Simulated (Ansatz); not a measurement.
# HfS2: the cost of one run

Program: Ansatz 0.2.0. Level of theory: DFT PBE+D3(BJ), scalar-relativistic, plane waves, PAW. These are calculated values, not measurements.

3 further runs of the same task are left out: 1 that didn't finish, 2 set aside as unsound or not needed.

## (1) Starting point

It takes space group P-3m1 (No. 164, trigonal). Conventional cell: a = 3.640 Å, b = 3.640 Å, c = 6.056 Å, α = 90.00°, β = 90.00°, γ = 120.00°. Hf (site symmetry -3m) has 6 S at 2.54 Å as nearest neighbours. S (site symmetry 3m) is surrounded by 3 Hf at 2.54 Å.

As a file:

```
CELL_PARAMETERS angstrom
3.63966 0.00000 0.00000
-1.81983 3.15204 0.00000
0.00000 0.00000 6.05556
ATOMIC_POSITIONS crystal
Hf 0.00000 0.00000 0.00000
S 0.66667 0.33333 0.76395
S 0.33333 0.66667 0.23605
```

The structure comes from the Materials Project (structure only).

## (7) Setting up the map

Atoms count from 1 in the order of the input.

The upper layer of a bilayer is slid over the lower one; relaxed at each slide: nothing; the origin of the map has S4 above S3; the distance between the facing planes is held at 3.24 Å.

- slide of the upper layer along the first cell vector, from S4 above S3: 6 values from 0.000 to 0.833, periodic
- slide of the upper layer along the second cell vector, from S4 above S3: 6 values from 0.000 to 0.833, periodic

Nothing else is relaxed. Points are written as (first, second).

The two vectors of the plane (Å): (3.618, 0.000, 0.000); (-1.809, 3.134, 0.000).

(The set-up runs are not shown.)

## (8) The run at (0/6, 0/6) of the map's two axes

File input.yaml:

```yaml
crystal:
  lattice:
    - [3.6183523043, 0.0, 0.0]
    - [-1.8091761521, 3.1335850153, 0.0]
    - [0.0, 0.0, 23.3215601229]
  atoms:
    - { symbol: S, position: [0.6666666667, 0.3333333333, 0.1929545012] }
    - { symbol: Hf, position: [0.0, 0.0, 0.2553598473] }
    - { symbol: S, position: [0.3333333333, 0.6666666667, 0.3177651933] }
    - { symbol: S, position: [0.3333333333, 0.6666666667, 0.4566924342] }
    - { symbol: Hf, position: [-0.3333333333, 0.3333333333, 0.5190977803] }
    - { symbol: S, position: [0.0, 1.0, 0.5815031264] }
basis:
  ecutwfc: 420
kpoints:
  mp_grid: { grid: [9, 9, 1] }
hamiltonian:
  xc: pbe
  pseudopotentials: { kind: paw, azcp: { folder: soft_1 } }
  dispersion: d3bj
scf:
  occupations: { method: gaussian, width: 0.05 }
output:
  forces: true
  eigenvalues: true
efield:
  axis: 3
  dipole_correction: true
  ramp_width: 0.04
```

On the command line:

```bash
$ ansatz run input.yaml --threads 1 --pin off --max-ram 3072MiB --backend cpu --events-out ev --progress --plain --runs-dir out
```

What time and memory should one allow on 1 thread of Arm Neoverse V1, shared host?

About 22 s, with a peak of 0.45 GiB.
